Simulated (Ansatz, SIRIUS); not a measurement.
This is a calculation of Fe for SIRIUS 7.10.0. 

The input sirius.json:

```json
{
  "control": {
    "processing_unit": "cpu",
    "verbosity": 2,
    "num_bands_to_print": 15,
    "print_forces": true,
    "print_stress": true
  },
  "parameters": {
    "electronic_structure_method": "pseudopotential",
    "xc_functionals": ["XC_GGA_X_PBE_SOL", "XC_GGA_C_PBE_SOL"],
    "gk_cutoff": 9.5,
    "pw_cutoff": 19.0,
    "ngridk": [13, 13, 13],
    "shiftk": [0, 0, 0],
    "smearing": "fermi_dirac",
    "smearing_width": 0.0018374661,
    "num_bands": 15,
    "num_mag_dims": 1,
    "num_dft_iter": 100,
    "energy_tol": 1e-08,
    "density_tol": 1e-06
  },
  "iterative_solver": {
    "type": "davidson",
    "min_tolerance": 1e-09,
    "tolerance_scale": [0.1, 0.25]
  },
  "mixer": {
    "type": "anderson",
    "beta": 0.5,
    "max_history": 8
  },
  "settings": {
    "tol_ne": 1e-10,
    "pseudo_grid_cutoff": 6.5,
    "smooth_initial_mag": true
  },
  "unit_cell": {
    "lattice_vectors": [
      [0.0, 0.702865253019, 0.711323018114],
      [0.542400822794, 0.0, 0.711323018114],
      [0.542400822794, 0.702865253019, 0.0]
    ],
    "lattice_vectors_scale": 5.2205685297,
    "atom_coordinate_units": "lattice",
    "atom_types": ["Fe"],
    "atom_files": {
      "Fe": "Fe.json"
    },
    "atoms": {
      "Fe": [
        [0.0, 0.0, 0.0, 0.0, 0.0, 3.0]
      ]
    }
  }
}
```

Potentials or basis: PseudoDojo 0.4.1 PBEsol standard (scalar relativistic).

Run with:

```bash
$ upf_to_json Fe.upf
$ OMP_NUM_THREADS=1 sirius.scf --input=sirius.json --output=out.json --task=0
```

Q: What does the same run look like in Ansatz 0.2.0? Potentials or basis there: Ansatz PAW, cutoff 420 eV.

A: As run (cutoffs and basis follow the program's own potentials, and thresholds, step limits or extra output files can differ):

input.yaml

```yaml
crystal:
  lattice:
    - [0.0, 1.9417396906, 1.9651051623]
    - [1.4984397099, 0.0, 1.9651051623]
    - [1.4984397099, 1.9417396906, 0.0]
  atoms:
    - { symbol: Fe, position: [0.0, 0.0, 0.0], spin: 3.0 }
hamiltonian:
  xc: pbesol
  pseudopotentials: { kind: paw }
magnetization:
  spin_polarized: true
kpoints:
  mp_grid: { grid: [13, 13, 13] }
scf:
  occupations: { method: fermi_dirac, width: 0.05 }
output:
  forces: true
  stress: true
  eigenvalues: true
  write_density: true
  write_potential: true
  elf: true
  volumetric_format: npy
```

Potentials or basis: Ansatz PAW.

The run is started by

```sh
$ ansatz run input.yaml --threads 1 --pin off --max-ram 3584MiB --backend cpu --events-out ev --progress --plain --runs-dir out
```

Both were run:

|  | SIRIUS | Ansatz |
| --- | --- | --- |
| Pressure | -8.8 GPa | -10.4 GPa |
| Net moment | 2.27 μB per cell | 2.18 μB per cell |
| Absolute moment | 2.38 μB per cell | 2.27 μB per cell |

Ansatz's pressure holds a Pulay term of +0.10 GPa for its cutoff of 420 eV, which the other run lacks.

Ansatz's potentials were made for PBE.

Where Ansatz's input types no cutoff or centring, it takes its own default and a Γ-centred mesh.

The magnetic state is the one that the start led to; the real crystal's order can differ.

Pressure is positive in compression.
